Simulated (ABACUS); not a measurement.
Runs of ABACUS 3.10.1 on ZnSe (Stilleite). Symmetry: F-43m, No. 216, cubic system. The conventional cell has a = 5.668 Å, b = 5.668 Å, c = 5.668 Å, α = 90.00°, β = 90.00°, γ = 90.00°. Around Se (site symmetry -43m) lie 4 Zn at 2.45 Å. Zn (site symmetry -43m) has 4 Se at 2.45 Å as nearest neighbours. 

```tsv
level	share of exact exchange	threshold of the auxiliary basis	range of the exchange potential (exx_ccp_rmesh_times)	gap on the mesh (eV)
PBE0-type (share 0.4)	0.4	0.001	2.5	4.64
PBE0-type (share 0.1)	0.1	0.001	2.5	(a)
PBE0-type (share 0.25)	0.25	0.001	2.5	3.39
PBE	-	-	-	1.43
```

Alike in all rows: task single point; potentials or basis PseudoDojo NC SR 0.4.1 PBE standard, DZP LCAO (the cutoffs set its grid); no spin polarisation; cell as given; k mesh 4 × 4 × 4; cutoff (eV) 1361; smearing fermi-dirac 0.05 eV; the mesh is coarse, so values aren't converged.

Q: Fill in the values left out.

A: (a) 2.19.

Caveats: all runs use coarse meshes; the atomic orbitals were generated for these runs and aren't a published set; the basis of atomic orbitals isn't converged, which shifts pressures, moduli and gaps; the hybrid runs on potentials with a model core (some runs); gaps of hybrids in this basis differ from plane-wave ones by up to 0.1 eV (some runs).

A k mesh can miss the band edges, and the runs leave out spin-orbit coupling on Se.
